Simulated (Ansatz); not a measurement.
Ir, one cell by several methods

```
CELL_PARAMETERS angstrom
2.80247 0.00000 0.00000
-1.40124 2.42701 0.00000
0.00000 0.00000 4.53897
ATOMIC_POSITIONS crystal
Ir 0.33333 0.66667 0.25000
Ir 0.66667 0.33333 0.75000
```

Atoms are numbered in the order listed.

The structure comes from a relaxation in the same program, started in the hcp type. Whether it is a known phase or the ground state wasn't checked. The listed cell was then made from it by scaling, straining or moving an atom.

No spin–orbit coupling, which matters for the heavy atoms here.

All numbers are computed: DFT, PBE, PAW with Ansatz's default frozen-core files, scalar-relativistic (Ansatz 0.2.0); DFT, PBE, all-electron PAW with datasets made for the crystal, scalar-relativistic (Ansatz 0.2.0); DFT, PBE, all-electron LAPW, scalar-relativistic (Ansatz 0.2.0).

For PAW: a Γ-centred 15×15×8 k mesh, Fermi–Dirac smearing of 0.03 eV, cutoff 420 eV, no spin polarisation. The crystal-made all-electron datasets (AE datasets) take a cutoff of 260 eV at this cell. LAPW targets a basis error of 1 meV/atom. The Ansatz runs share mesh, smearing and spin set-up. Plane-wave (PAW) pressures include the program's estimate of the Pulay term.

Stress and pressure are positive in compression.

The change that made this cell: volume scaled by 1.06.

Spin–orbit coupling is left out, which moves gradients at and beside heavy atoms by some per cent and at worst by a factor of two.

In a metal, gradients converge slowly with the k mesh: the values move by tens of per cent from one mesh to another, at times in sign, so only the comparison on one mesh counts.

```json
{"quantity": "pressure (GPa)", "PAW": "-17.23", "AE datasets": "-17.26", "LAPW": "-17.26"}
{"quantity": "stress xx (GPa)", "PAW": "-17.14", "AE datasets": "-17.17", "LAPW": "-17.17"}
{"quantity": "stress zz (GPa)", "PAW": "-17.41", "AE datasets": "-17.44", "LAPW": "-17.44"}
{"quantity": "field gradient Vzz at Ir1 (10²¹ V/m²)", "PAW": "1.07", "AE datasets": "1.10", "LAPW": "–"}
```

PAW's pressure differs from the LAPW value by +0.03 GPa.
